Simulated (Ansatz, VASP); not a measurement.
**TaAu (Ta-Au-Au-Ta stack, (100) layers): VASP beside Ansatz**

Wanted: the spread between two codes on one cell, functional and k mesh. Of the first pair: The structure shown is the start of the Ansatz relaxation below; VASP solves that cell, so the two are compared at the walk's first step.

Method: plane waves, with VASP 6.6.1 beside it; PBEsol, in Ansatz 0.2.0.

### 1. The starting structure

The cell holds 4 atoms: 2 Ta and 2 Au. Cell: a = 2.885 Å, b = 2.885 Å, c = 36.040 Å, α = 90.0°, β = 90.0°, γ = 90.0°. It derives from TaAu. Vacuum lies along c. The height across the vacuum is the one that the program set for its solve, not the one typed.

### 2. Ansatz: relaxation, PBEsol

Ansatz runs on its PAW soft_1 files.

The two programs are compared at the cell with which this relaxation starts, whose forces are those of its first step.

input.yaml

```yaml
crystal:
  lattice:
    - [2.885, 0.0, 0.0]
    - [0.0, 2.885, 0.0]
    - [0.0, 0.0, 17.12]
  atoms:
    - { symbol: Ta, position: [0.0, 0.0, 0.32126168] }
    - { symbol: Au, position: [0.5, 0.5, 0.44042056] }
    - { symbol: Au, position: [0.0, 0.0, 0.55957944] }
    - { symbol: Ta, position: [0.5, 0.5, 0.67873832] }
  periodic: [true, true, false]
kpoints:
  mp_grid: { grid: [8, 8, 1] }
hamiltonian:
  xc: pbesol
  pseudopotentials: { kind: paw, azcp: { folder: soft_1 }, xc_functional: pbe }
scf:
  occupations: { method: gaussian, width: 0.1 }
output:
  forces: true
  stress: true
  eigenvalues: true
relax:
  adjacent_minimum: "off"
  f_tol: 0.05
  max_steps: 80
  cell: { stress_2d_tol: 0.02 }
```

The run is started by

```sh
ansatz run input.yaml --threads 4 --pin off --max-ram 12288MiB --backend cpu --events-out ev --progress --plain --runs-dir out
```

Numbers of over 12 decimals in the logs are rounded to 6 here.

The log of the run:

```text
Warning: crystal.periodic: the lattice vector that does not repeat stood 0.000° off the slab's normal, 17.120 Å along it as the deck builds it. The run solves the slab on a vector along the normal, 36.040 Å long, with every atom where it was (on the deck's vector they left 11.00 Å outside them, and the widest stretch free of ions among them is 2.04 Å). A fractional position that the run reports is one of the run's ce [...]
The last accepted step is kept in <dir> (removed where the run ends without a failure and the disk answers)
crystal.periodic: the lattice vector that does not repeat stood 0.000° off the slab's normal, 17.120 Å along it as the deck builds it. The run solves the slab on a vector along the normal, 36.040 Å long, with every atom where it was (on the deck's vector they left 11.00 Å outside them, and the widest stretch free of ions among them is 2.04 Å). A fractional position that the run reports is one of the run's cell, which [...]
Engine: ansatz 0.2.0, aarch64-unknown-linux-gnu
Pseudopotentials: kind: paw
Pseudopotential: Ta, paw, valence charge 13, recommended cutoff 420 eV (normal), soft_1/Ta.paw.azcp
Pseudopotential: Au, paw, valence charge 19, recommended cutoff 420 eV (normal), soft_1/Au.paw.azcp
Functional definition: PBEsol
  exchange = pbesol_x
  correlation = pbesol_c
Crystal: 4 atoms, lattice volume = 299.969 Å³
Basis set: ecut = 420 eV, 5829 PW (Γ), exchange–correlation on 40×40×486 points (8 copies of the dense FFT grid, shifted against one another)
Bands: 39, of which v1, the nominal top of the filled ones, is band 32 counted from 1 (31 counted from 0)
Symmetry: 16 space group operations
Space group: P4/nmm (ITA 129), of the structure as read, at distance tolerance 6.7e-5 Å
k-points: 15 of 64
Non-local potential: Ta, projectors of the file, l = 0: 3, l = 1: 2, l = 2: 2, l = 3: 1
Non-local potential: Au, projectors of the file, l = 0: 3, l = 1: 2, l = 2: 2, l = 3: 1
PAW form: soft (Blöchl's): semilocal exchange-correlation on the pseudo side does not see the compensation charge
PAW frozen core: Ta, regenerated for the run's functional, and the local potential with it (the file was generated under x = pbe(κ = 0.804, μ = 0.219515), c = pbe(β = 0.066725))
PAW frozen core: Au, regenerated for the run's functional, and the local potential with it (the file was generated under x = pbe(κ = 0.804, μ = 0.219515), c = pbe(β = 0.066725))
PAW one-centre angular grid: Ta, 590 points (default); XC on 64 Gauss nodes
PAW one-centre angular grid: Au, 590 points (default); XC on 64 Gauss nodes
Initial density: superposition of atomic densities (neutral atoms: chi_scale 0, normalization atom)
Initial wavefunctions: pseudopotential atomic-orbital guess
Functional: x = pbesol(κ = 0.804, μ = 0.123457), c = pbesol(β = 0.046)
[...]
preconditioner: auto → LDOS  [metal: Δε(μ)=0.089 eV  Ē_g=6.431 eV  σ=0.100 eV  W_gap=0.44  n_scr=24 (ndim 8)  ℏωp=12.6 eV  f_vac=0.697  D(μ)=4.08/eV (n_scr^D=18)  β→1.0]
SCF iter   2: F=—  HF=-45629.383028 eV  |F-HF|=—  |Δ(HF+E_count)|=   1.74e-5  Δρ=3.61e-4  dr2=9.85e-4  ethr=1.33e-6  ⟨swp⟩=3.0  Hψ=1185  notcnv=0
SCF iter   3: F=—  HF=-45629.382804 eV  |F-HF|=—  |Δ(HF+E_count)|=   2.24e-4  Δρ=6.24e-5  dr2=1.39e-5  ethr=1.33e-6  ⟨swp⟩=3.2  Hψ=1127  notcnv=0
SCF iter   4: F=—  HF=-45629.382840 eV  |F-HF|=—  |Δ(HF+E_count)|=   3.62e-5  Δρ=1.49e-5  dr2=1.62e-6  ethr=2.17e-8  ⟨swp⟩=3.7  Hψ=1281  notcnv=0
SCF iter   5: F=-45629.382840 eV  HF=-45629.382840 eV  |F-HF|=1.76e-8  |Δ(HF+E_count)|=   3.96e-7  Δρ=7.16e-6  dr2=2.18e-7  ethr=4.30e-10  ⟨swp⟩=14.3  Hψ=3855  notcnv=0
SCF 6 converged in 5 iterations: F = -45629.382840 eV  dr2 = 2.18e-7
relax step   6: F+E_penalty+E_count = -45629.38284038 eV  Δ(F+E_penalty+E_count) = -6.517e-4 eV  max|allowed force component| = 7.433e-3 eV/Å  Δτ_max = 0.0088 Å  P = -0.027 N/m  Ω = 276.978 Å³  energy of the carried Pulay correction = +1.274e-3 eV  fix = [c, alpha, beta]  reactions: c +0.000 N/m  (5 SCF iters, dr2 threshold 2.75e-7 eV, accepted)
[...]
relax step   7: F+E_penalty+E_count = -45629.38285590 eV  Δ(F+E_penalty+E_count) = -1.552e-5 eV  max|allowed force component| = 4.162e-4 eV/Å  Δτ_max = 0.0012 Å  P = -0.005 N/m  Ω = 276.883 Å³  energy of the carried Pulay correction = +1.279e-3 eV  fix = [c, alpha, beta]  reactions: c +0.000 N/m  (6 SCF iters, dr2 threshold 7.17e-10 eV, accepted)
[...]
relax step   8: F+E_penalty+E_count = -45629.38160049 eV  Δ(F+E_penalty+E_count) = +1.255e-3 eV  max|allowed force component| = 1.525e-4 eV/Å  Δτ_max = 0.0000 Å  P = -0.007 N/m  Ω = 276.883 Å³  fix = [c, alpha, beta]  reactions: c +0.000 N/m  stress off target by 7.35e-3 N/m on what of the cell is left free  SCF on the basis re-selected at this cell (its energy is not comparable with the rows above)  (8 SCF iters)
basis re-selected at this cell: Δ(F+E_penalty+E_count) = +1.255e-3 eV, ΔP = -0.002 N/m vs the last step (what re-selecting the basis moved, of the pressure what is left beyond the Pulay correction that the steps carried, after the strain that the cell walked since its last selection, with what the two solves' SCF thresholds leave and, on support functions, any second-order correction that the steps lacked; it is no m [...]
SCF converged after 8 iterations
Free energy (F): -45629.381600 eV
Harris-Foulkes:  -45629.381600 eV  (|F-HF|=2.62e-10)
Internal energy: -45629.361159 eV  (E = F + TS)
E sigma→0 (E₀):  -45629.371380 eV
Entropy (-TS):   -0.020442 eV (-5.110 meV/atom)
Fermi energy:    -5.280257 eV
--- Per-component energies (eV) ---
  E_band       = -2275.339856
  E_kinetic    = 1940.544080
  E_local      = -314561.268460  (includes V_loc(G=0)·N_el)
  E_nonlocal   = 182.092431
  E_hartree    = 156076.748286
  E_xc         = -1064.793138
  E_vxc        = -987.809844  (∫ρ·V_xc dr)
  E_paw        = -35540.656644  (= ΣΔE_a)
  E_vpaw       = -1002.397764  (= ΣTr[D̂ρ^β])
  E_aug_tail   = 0.003343  (compensation charges beyond the density's cutoff)
  E_ewald      = 147336.922464
  E_core_change = 1.046480  (= ΣΔE_core)
  E_smearing   = -0.020442  (= −TS)
  E_closure    = -0.000000  (closes the sum)
  Σ components = -45629.381600   (vs F -45629.381600, Δ=0.00e0)
--- Forces (eV/Å), atoms counted from 1 ---
  atom   1  Ta     0.00000000     0.00000000     0.00015255
  atom   2  Au     0.00000000     0.00000000    -0.00007154
  atom   3  Au     0.00000000     0.00000000     0.00007154
  atom   4  Ta     0.00000000     0.00000000    -0.00015255
  max |Σ_I F_I| component: 0.00e0 eV/Å
--- 2D stress c σ (N/m, compression-positive) ---
       -0.007349       0.000000       0.000000
        0.000000      -0.007349       0.000000
        0.000000       0.000000       0.000000
  P = ½ c Tr σ = -0.0073 N/m
--- Band table (eV; the first three rows and the last of 15) ---
  k-point 0: bands = [... 28 lower, -8.1180, -7.7374, -7.6948, -7.0636, -5.6851, -5.5847, -4.6863, -1.9908, ... 3 higher]
  k-point 1: bands = [... 28 lower, -8.3372, -7.4488, -7.2987, -6.9337, -5.5015, -5.4572, -5.0076, -2.1375, ... 3 higher]
  k-point 2: bands = [... 28 lower, -7.7033, -7.5147, -6.2084, -6.1789, -6.0421, -4.8561, -4.3559, -2.1384, ... 3 higher]
  k-point 14: bands = [... 28 lower, -6.4110, -6.4110, -4.9640, -4.9640, -2.7776, -2.7776, -1.6975, -1.6975, ... 3 higher]
--- Relaxed structure (7 steps of the walk, 6 accepted, 1 SCFs on fresh bases) ---
  F+E_penalty+E_count = -45629.38160049 eV   max|allowed force component| = 1.525e-4 eV/Å   (the final SCF, on the basis selected at the relaxed cell)
  cell:  # Å, volume = 276.8830 Å³
    - [2.771761, 0, 0.0]
    - [0, 2.771761, 0.0]
    - [0.0, 0.0, 36.040000]
  atoms:
    - { symbol: Ta, position: [0, 0, 0.149484] }
    - { symbol: Au, position: [0.500000, 0.500000, 0.206319] }
    - { symbol: Au, position: [0, 0, 0.268709] }
    - { symbol: Ta, position: [0.500000, 0.500000, 0.325544] }
```

The column dr2 measures how far the density is from self-consistency, as an energy; F and HF (Harris–Foulkes) agree once it is small.

### 3. VASP: single point, PBEsol, start cell, pair 1

The same cell, functional, mesh and smearing now go to VASP, with its own data sets.

Lines of VASP's logs that name or quote its potential files are left out, and so is its time.

INCAR

```
SYSTEM = TaAu
PREC = Accurate
ENCUT = 400
EDIFF = 1E-06
NELM = 120
ISMEAR = 0
SIGMA = 0.1
LREAL = .FALSE.
ALGO = Normal
GGA = PS
NBANDS = 28
LASPH = .TRUE.
LORBIT = 11
LWAVE = .FALSE.
LCHARG = .FALSE.
ISIF = 2
LDIPOL = .TRUE.
IDIPOL = 3
DIPOL = 0.5 0.5 0.238
LVHAR = .TRUE.
GGA_COMPAT = .FALSE.
NELMDL = -8
KPAR = 2
```

POSCAR

```
TaAu
1.0
    2.8850000000      0.0000000000      0.0000000000
    0.0000000000      2.8850000000      0.0000000000
    0.0000000000      0.0000000000     36.0400000000
Ta Au
2 2
Direct
    0.0000000000      0.0000000000      0.1526082131
    0.5000000000      0.5000000000      0.3224195339
    0.5000000000      0.5000000000      0.2092119867
    0.0000000000      0.0000000000      0.2658157603
```

KPOINTS

```
Automatic mesh
0
Gamma
8 8 1
0 0 0
```

PAW data sets: Ta_pv and Au (PBE family, release 64).

The run is started by

```sh
mpirun -np 2 vasp_std
```

The log of the run:

```text
[banner, memory and clock lines left out]
running    2 mpi-ranks, on    1 nodes
 distrk:  each k-point on    1 cores,    2 groups
 distr:  one band on    1 cores,    1 groups

 POSCAR found type information on POSCAR TaAu
 POSCAR found :  2 types and       4 ions
|                                                                             |
|               ----> ADVICE to this user running VASP <----                  |
|                                                                             |
|     You enforced a specific xc type in the INCAR file but a different       |
|     [... a line on the potential file left out ...]
|     I HOPE YOU KNOW WHAT YOU ARE DOING!                                     |
|                                                                             |

 LDA part: xc-table for (Slater+PW92), standard interpolation
 POSCAR, INCAR and KPOINTS ok, starting setup
 FFT: planning ... GRIDC
 FFT: planning ... GRID_SOFT
 FFT: planning ... GRID
 WAVECAR not read
 entering main loop
       N       E                     dE             d eps       ncg     rms          rms(c)
DAV:   1     0.259064868487E+03    0.25906E+03   -0.18789E+04  1032   0.103E+03
DAV:   2    -0.175454254097E+02   -0.27661E+03   -0.26805E+03  1088   0.253E+02
DAV:   3    -0.319546176032E+02   -0.14409E+02   -0.13993E+02  1028   0.542E+01
DAV:   4    -0.324761560136E+02   -0.52154E+00   -0.51340E+00  1208   0.886E+00
DAV:   5    -0.324874860633E+02   -0.11330E-01   -0.11297E-01  1100   0.128E+00
DAV:   6    -0.324879485928E+02   -0.46253E-03   -0.46213E-03  1288   0.224E-01
DAV:   7    -0.324879579701E+02   -0.93774E-05   -0.93693E-05  1100   0.280E-02
DAV:   8    -0.324879584735E+02   -0.50343E-06   -0.50328E-06   972   0.480E-03    0.198E+01
DAV:   9    -0.304486684222E+02    0.20393E+01   -0.15714E+01  1004   0.247E+01    0.138E+01
DAV:  10    -0.298941286400E+02    0.55454E+00   -0.75957E+00   936   0.143E+01    0.417E+00
DAV:  11    -0.295822996889E+02    0.31183E+00   -0.24251E+00   996   0.929E+00    0.252E+00
DAV:  12    -0.295666319291E+02    0.15668E-01   -0.12082E-01   936   0.206E+00    0.861E-01
DAV:  13    -0.295586341087E+02    0.79978E-02   -0.50721E-02  1016   0.129E+00    0.210E-01
DAV:  14    -0.295587320307E+02   -0.97922E-04   -0.38620E-03   944   0.394E-01    0.855E-02
[...]
DAV:  19    -0.295588047730E+02   -0.33178E-04   -0.85486E-06   696   0.886E-03    0.230E-03
DAV:  20    -0.295588180302E+02   -0.13257E-04   -0.55779E-07   560   0.267E-03    0.103E-03
DAV:  21    -0.295588327890E+02   -0.14759E-04   -0.99354E-07   556   0.218E-03    0.481E-04
DAV:  22    -0.295588435021E+02   -0.10713E-04   -0.51392E-07   528   0.163E-03    0.714E-04
DAV:  23    -0.295588470058E+02   -0.35038E-05   -0.93730E-08   500   0.121E-03    0.190E-04
DAV:  24    -0.295588483952E+02   -0.13893E-05   -0.61440E-08   496   0.496E-04    0.121E-04
DAV:  25    -0.295588495832E+02   -0.11880E-05   -0.29848E-08   476   0.345E-04    0.146E-04
DAV:  26    -0.295588501669E+02   -0.58373E-06   -0.17047E-08   476   0.253E-04
   1 F= -.29558850E+02 E0= -.29545926E+02  d E =-.258488E-01
```

Parts of OUTCAR (step 3):

```text
ion  position               nearest neighbor table
   1  0.000  0.000  0.153-   3 2.88   3 2.88   3 2.88   3 2.88
   2  0.500  0.500  0.322-   4 2.88   4 2.88   4 2.88   4 2.88
   3  0.500  0.500  0.209-   1 2.88   1 2.88   1 2.88   1 2.88   4 2.88   4 2.88   4 2.88   4 2.88

  LATTYP: Found a simple tetragonal cell.
 ALAT       =     2.8850000000
 C/A-ratio  =    12.4922010399

 Subroutine GETGRP returns: Found 16 space group operations
 (whereof  8 operations were pure point group operations)

The static configuration has the point symmetry C_4v.
 The point group associated with its full space group is D_4h.

 Found     15 irreducible k-points:

   k-points           NKPTS =     15   k-points in BZ     NKDIM =     15   number of bands    NBANDS=     28

   dimension x,y,z NGX =    20 NGY =   20 NGZ =  240
   dimension x,y,z NGXF=    40 NGYF=   40 NGZF=  480

   ENCUT  =  400.0 eV  29.40 Ry    5.42 a.u.   4.70  4.70 58.77*2*pi/ulx,y,z

   NELECT =      44.0000    total number of electrons

 k-points in reciprocal lattice and weights: Automatic mesh
   0.00000000  0.00000000  0.00000000       0.016
   0.12500000  0.00000000  0.00000000       0.062
   0.25000000  0.00000000  0.00000000       0.062
   0.37500000  0.00000000  0.00000000       0.062
   0.50000000  0.00000000  0.00000000       0.031
   0.12500000  0.12500000  0.00000000       0.062
   0.25000000  0.12500000  0.00000000       0.125
   0.37500000  0.12500000  0.00000000       0.125
   0.50000000  0.12500000  0.00000000       0.062
[...]
0.50000000  0.37500000  0.00000000       0.062
   0.50000000  0.50000000  0.00000000       0.016

 dipolmoment           0.000000      0.000000     -0.000000 electrons x Angstroem

 average (electrostatic) potential at core
       1 -44.8698       2 -44.8698       3 -75.9977       4 -75.9977

 E-fermi :  -2.0076

 k-point     1 :       0.0000    0.0000    0.0000
  band No.  band energies     occupation
    ...
     20      -4.0822      2.00000
     21      -4.0137      2.00000
     22      -3.3823      2.00000
     23      -2.2277      1.99815
     24      -2.2067      1.99515
     25      -0.8929      0.00000
     26       0.7640      0.00000
     27       0.7640      0.00000
     28       1.0392      0.00000

 k-point     2 :       0.1250    0.0000    0.0000
  band No.  band energies     occupation
    ...
     20      -3.8224      2.00000
     21      -3.6887      2.00000
     22      -3.3461      2.00000
     23      -2.1398      1.93861
     24      -2.0985      1.80164
     25      -1.3287      0.00000
     26       0.7767      0.00000
     27       0.9096      0.00000
     28       1.0796      0.00000

 k-point     3 :       0.2500    0.0000    0.0000
  band No.  band energies     occupation
    ...
     19      -4.1911      2.00000
     20      -3.9019      2.00000
     21      -2.8271      2.00000
     22      -2.8093      2.00000
     23      -2.5368      2.00000
     24      -1.6124      0.00000
     25      -1.0609      0.00000
     26       0.9785      0.00000
     27       1.1104      0.00000
     28       1.1513      0.00000

  Total       -6.0073415     -6.0073415     -1.6783432      0.0000000      0.0000000      0.0000000
  in kB      -32.0860668    -32.0860668     -8.9642702      0.0000000      0.0000000      0.0000000
  external PRESSURE =     -24.3788013 kB  Pullay stress =       0.0000000 kB

  energy-cutoff  :      400.00
  volume of cell :      299.97
      direct lattice vectors                 reciprocal lattice vectors
     2.885000000  0.000000000  0.000000000     0.346620451  0.000000000  0.000000000
     0.000000000  2.885000000  0.000000000     0.000000000  0.346620451  0.000000000
     0.000000000  0.000000000 36.040000000     0.000000000  0.000000000  0.027746948

 POSITION                                       TOTAL-FORCE (eV/Angst)
 -----------------------------------------------------------------------------------
      0.00000      0.00000      5.50000        -0.000000      0.000000      0.563407
      1.44250      1.44250     11.62000         0.000000     -0.000000     -0.563407
      1.44250      1.44250      7.54000        -0.000000     -0.000000     -0.885547
      0.00000      0.00000      9.58000        -0.000000      0.000000      0.885547
 -----------------------------------------------------------------------------------
    total drift:                                0.000000      0.000000     -0.000015

  FREE ENERGIE OF THE ION-ELECTRON SYSTEM (eV)
  ---------------------------------------------------
  free  energy   TOTEN  =       -29.5588501669 eV

  energy  without entropy=      -29.5330013532  energy(sigma->0) =      -29.54592576

 vacuum level on the upper side and lower side of the slab         3.117         3.117

 total charge
# of ion       s       p       d       tot
------------------------------------------
    1        0.341   6.087   2.274   8.702
    2        0.341   6.087   2.274   8.702
    3        0.637   0.465   8.651   9.753
    4        0.637   0.465   8.651   9.753
--------------------------------------------------
tot          1.957  13.104  21.850  36.911

[... 3 further parts left out ...]
```

The run ends at a pressure of -2.44 GPa, with forces up to 0.89 eV/Å.

### 4. Differences

Known differences besides the potentials themselves: Ansatz cuts the interaction across the vacuum, VASP repeats the sheet with a dipole correction (LDIPOL); the data sets hold 64 valence electrons in Ansatz (on its PAW soft_1 files) and 44 in VASP; the cutoff is 420 eV in Ansatz and 400 eV in VASP; Ansatz makes its cores anew for this functional, VASP keeps those of its PBE data sets. Total energies have different zeros and are not compared.

Forces (eV/Å; atoms numbered as in POSCAR):

```csv
atom,"Ansatz x, y, z","VASP x, y, z"
Ta1,"0.000, 0.000, 0.563","0.000, 0.000, 0.563"
Ta2,"0.000, 0.000, -0.563","0.000, 0.000, -0.563"
Au3,"0.000, 0.000, -0.902","0.000, 0.000, -0.886"
Au4,"0.000, 0.000, 0.902","0.000, 0.000, 0.886"
```

The forces differ by 6.5 meV/Å r.m.s., which is 1.5 % of the r.m.s. force of 0.428 eV/Å (both taken over all components). Where the cell holds vacuum, a pressure given here is an average over it and none of the material.

### 5. Ansatz: relaxation, PBEsol

This run makes the geometry at which the two programs are then compared.

The structure compared here is the end of the Ansatz relaxation.

This is the run of step 2 again, met here at its other cell.

(Part 1 of 2 ends here.)

[Lines on the potential files, build, host, timing and source positions are cut from VASP's logs without a mark.]

[Logs are printed without paths, hosts, clocks, repeated set-up lines and the standing remarks that a program may print on its own settings, such as how far it seeks lower states.]

[Hosts, paths, dates, database ids (printed as entryN), source tags and the programs' standing remarks are cut or masked in the printed files.]
